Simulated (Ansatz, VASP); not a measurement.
**Two plane-wave programs on PbS**

Contents of INCAR:

```
PREC = Accurate
ENCUT = 520
EDIFF = 1E-7
ISMEAR = 0
SIGMA = 0.03
LREAL = F
LASPH = T
NELM = 100
ALGO = Normal
ISIF = 2
LWAVE = F
LCHARG = T
GGA = CA
LELF = T
LVHAR = T
NBANDS = 17
```

KPOINTS

```
Automatic mesh
0
Gamma
  10 10 10
```

Contents of POSCAR:

```
PbS
1.0
    0.0000000000      2.9650000000      2.9650000000
    2.9650000000      0.0000000000      2.9650000000
    2.9650000000      2.9650000000      0.0000000000
Pb S
1 1
Direct
    0.0000000000      0.0000000000      0.0000000000
    0.5526981450      0.5526981450      0.4473018550
```

Input for Ansatz:

```yaml
crystal:
  lattice:
    - [0.0, 2.965, 2.965]
    - [2.965, 0.0, 2.965]
    - [2.965, 2.965, 0.0]
  atoms:
    - { symbol: Pb, position: [0.0, 0.0, 0.0] }
    - { symbol: S, position: [0.552698145, 0.552698145, 0.447301855] }
basis:
  ecutwfc: 420
kpoints:
  mp_grid: { grid: [10, 10, 10] }
hamiltonian:
  xc: lda
scf:
  occupations: { method: gaussian, width: 0.03 }
output:
  forces: true
  stress: true
  eigenvalues: true
```

Change from the starting cell: all S atoms moved +0.312 Å, as atom 2 along Cartesian [0 0 1].

Alike in both runs: task single point; functional LDA; k mesh 10 × 10 × 10; occupations gaussian, width 0.03 eV; no spin polarisation.

```csv
,VASP,Ansatz
version,VASP 6.6.1,Ansatz 0.2.0
potentials or method,"VASP PAW LDA potentials, release 64 (Pb_d, S)","scalar-relativistic, plane waves, PAW"
plane-wave cutoff (eV),520,420
valence electrons in the cell,20,20
```

```csv
,VASP,Ansatz,Ansatz less VASP
gap on the k mesh at the Fermi level (eV),0.96,0.97,+0.008
least direct gap on the mesh (eV),0.96,0.97,+0.008
pressure (GPa),-0.9,-1.0,-0.05
largest component of the traceless stress (GPa),2.72,2.71,-0.010
rms of the force components (eV/Å),0.258,0.253,-0.0052
```

Atom by atom the forces differ by 0.005 eV/Å (rms over components).

Caveats: spin-orbit coupling is left out, which as a rule narrows the gap of such compounds by several tenths of an eV. A k mesh can miss the band edges.
